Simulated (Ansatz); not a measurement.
Crystal: NiO.

```
Ni O
1.0
     0.00000    2.06217    2.06217
     2.06217    0.00000    2.06217
     2.06217    2.06217    0.00000
Ni O
1 1
Cartesian
  0.0000 0.0000 0.0000
  3.0933 3.0933 3.0933
```

The cell was built by a generator and needn't be a form met in nature.

| Item | Value |
| --- | --- |
| Program | Ansatz 0.2.0 |
| Task | relaxation of cell and atoms |
| Functional | HSE03 |
| Potentials or basis | Ansatz PAW |
| Cutoff | 420 eV (not typed: the program's choice for these potentials) |
| k mesh | 6 × 6 × 6 |
| Occupations | fermi-dirac, width 0.05 eV |
| Spin | collinear spin, ferromagnetic start |
| Starting moments | [1.0, 0.0] μB |

At the start: volume 8.77 Å³/atom.

Task: Where does the relaxation end?

Result: It ends after 9 steps and the volume is 11.00 Å³/atom (+25.4 %); space group F-43m (No. 216, to 0.05 Å); moment 2.00 μB per cell.

The path:
```tsv
step	energy change (eV)	largest force (eV/Å)	volume (Å³)
1	0.0000	0.0000	17.54
2	-0.4908	0.0000	19.31
3	-0.6656	0.0000	21.07
4	-0.6736	0.0000	21.58
5	-0.6734	0.0000	21.65
6	-0.7211	0.0000	21.65
7	-0.7228	0.0000	21.94
8	-0.7226	0.0000	22.00
9	-0.7247	0.0000	22.00
```

Final structure:
```
CELL_PARAMETERS angstrom
0.00000 2.22402 2.22402
2.22402 0.00000 2.22402
2.22402 2.22402 0.00000
ATOMIC_POSITIONS crystal
Ni 0.00000 0.00000 0.00000
O 0.75000 0.75000 0.75000
```

Caveat: the k mesh is coarse (spacing up to 0.44 Å⁻¹), so the values aren't converged, least of all with exact exchange; the magnetic or orbital state may not be the lowest; the volume moved by over 15 % at a fixed basis, so the end points are rough; the plane-wave basis is chosen anew once the cell has moved, so the energies of steps on either side of that aren't comparable; the pressure holds a Pulay correction of +0.7 GPa for the finite cutoff; a cell with one magnetic atom can't hold antiferromagnetic order, which such compounds often take; the PAW data sets come from PBE, with cores solved anew for the run's functional, which leaves a small shift of forces and pressure.
